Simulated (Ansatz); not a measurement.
Rock-salt LiI, treated with r²SCAN+rVV10 in Ansatz (PAW).

Run with plane-wave cutoff 560 eV, 10×10×10 k mesh, Fermi–Dirac smearing 0.01 eV, scalar-relativistic PAW data made under PBE.

Properties against volume:

| V (Å³/atom) | P (GPa) | direct gap at Γ (eV) | smallest gap on the k mesh (eV) |
|---|---|---|---|
| 24.927 | 1.61 | 5.500 | 4.962 |
| 25.457 | 1.02 | 5.391 | 4.961 |
| 25.988 | 0.48 | 5.288 | 4.960 |
| 26.518 | 0.00 | 5.191 | 4.959 |
| 27.048 | -0.43 | 5.099 | 4.957 |
| 27.579 | -0.82 | 5.013 | 4.954 |
| 28.109 | -1.16 | 4.930 | 4.927 |

The fundamental gap (4.96 eV at the equilibrium volume, with added k points) lies elsewhere than Γ–Γ.

Measured, for comparison: band gap 6.4 eV (temperature not stated, not corrected to a static lattice, our sources range from 6.10 to 6.40; as tabulated in Aguado et al. (1998), arXiv:cond-mat/9809176).

Spin–orbit coupling is not included; with these elements it can move the gap by several tenths of an eV or more.

Ansatz is an electronic-structure program.
